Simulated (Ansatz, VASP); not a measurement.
## One calculation of Ba, two programs

The input INCAR:

```
PREC     = Accurate       # precision mode
ENCUT    = 520            # plane-wave cutoff, eV
EDIFF    = 1E-6           # SCF threshold, eV
ISMEAR   = -5             # smearing method
SIGMA    = 0.05           # smearing width, eV
LREAL    = F              # projectors in reciprocal space
LASPH    = T              # aspherical terms in the spheres
NELM     = 100            # most SCF steps
ALGO     = Normal         # electronic algorithm
ISIF     = 2              # what is computed and relaxed
LWAVE    = F              # write WAVECAR
LCHARG   = F              # write CHGCAR
GGA      = PE             # functional
NBANDS   = 11             # bands
```

The input KPOINTS:

```
regular mesh
0
Gamma
  8 8 8
```

File POSCAR:

```
Ba
1.0
    4.3413853500      0.0000000000      0.0000000000
   -1.4471284497      4.0930973611      0.0000000000
   -1.4471284497     -2.0465486799      3.5447262953
Ba
1
Direct
    0.0000000000      0.0000000000      0.0000000000
```

input.yaml

```yaml
crystal:
  lattice:
    - [4.34138535, 0.0, 0.0]
    - [-1.4471284497, 4.0930973611, 0.0]
    - [-1.4471284497, -2.0465486799, 3.5447262953]
  atoms:
    - { symbol: Ba, position: [0.0, 0.0, 0.0] }
kpoints:
  mp_grid: { grid: [8, 8, 8] }
scf:
  occupations: { method: tetrahedron }
hamiltonian:
  xc: pbe
  pseudopotentials: { kind: all_electron, lapw: { basis_error: 0.001 } }
output:
  forces: true
  stress: true
  eigenvalues: true
```

Alike in both runs: task single point; functional PBE; k mesh 8 × 8 × 8; occupations tetrahedron; no spin polarisation.

```csv
,VASP,Ansatz
version,VASP 6.6.1,Ansatz 0.2.0
potentials or method,"VASP PAW PBE potentials, release 64 (Ba_sv)","all-electron LAPW, scalar-relativistic"
plane-wave cutoff (eV),520,see its input
```

|  | VASP | Ansatz | Ansatz less VASP |
| --- | --- | --- | --- |
| gap on the k mesh at the Fermi level (eV) | none | none | - |
| pressure (GPa) | 0.2 | 0.1 | -0.08 |

A gap of «none» marks a metal or a gap that the smearing closes. Ansatz ran all-electron here, so the differences hold the error of VASP's frozen core and of both bases.

Caveats: tetrahedron occupations give inexact forces and stress in metals (VASP); with tetrahedron occupations forces and stress needn't match the slope of the energy (Ansatz). Spin-orbit coupling is left out, which matters for the levels of Ba.
